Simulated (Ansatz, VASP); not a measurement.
W in VASP and in Ansatz

```xyz
1
Lattice="-1.6578 1.6578 1.6578 1.6578 -1.6578 1.6578 1.6578 1.6578 -1.6578" Properties=species:S:1:pos:R:3 pbc="T T T"
W     0.0000    0.0000    0.0000
```

Change from the starting cell: volume scaled by 1.15.

Alike in both runs: task single point; functional RPBE; k mesh 12 × 12 × 12; occupations tetrahedron; no spin polarisation.

```csv
,VASP,Ansatz
version,VASP 6.6.1,Ansatz 0.2.0
potentials or method,"VASP PAW PBE potentials, release 64 (W_sv)",Ansatz PAW polarizable
plane-wave cutoff (eV),520,420
valence electrons in the cell,14,14
```

VASP gave:

| Quantity | Value |
| --- | --- |
| gap on the k mesh at the Fermi level (eV) | none |
| pressure (GPa) | -25.1 |

Problem. What did Ansatz give for the same quantities?

Solution. gap on the k mesh at the Fermi level (eV): none; pressure (GPa): -25.3.

A gap of «none» marks a metal or a gap that the smearing closes. With one functional, cell and mesh, what is left measures potentials, basis and numerics.

Caveats: so large a pressure means that the cell lies far from this level's equilibrium, or that cutoff or potentials fall short (VASP); the potentials were made for another functional, which shifts forces and pressure (VASP); tetrahedron occupations give inexact forces and stress in metals (VASP); the PAW data sets come from PBE, with cores solved anew for the run's functional, which leaves a small shift of forces and pressure (Ansatz); with tetrahedron occupations forces and stress needn't match the slope of the energy (Ansatz). Spin-orbit coupling is left out, which matters for the levels of W.
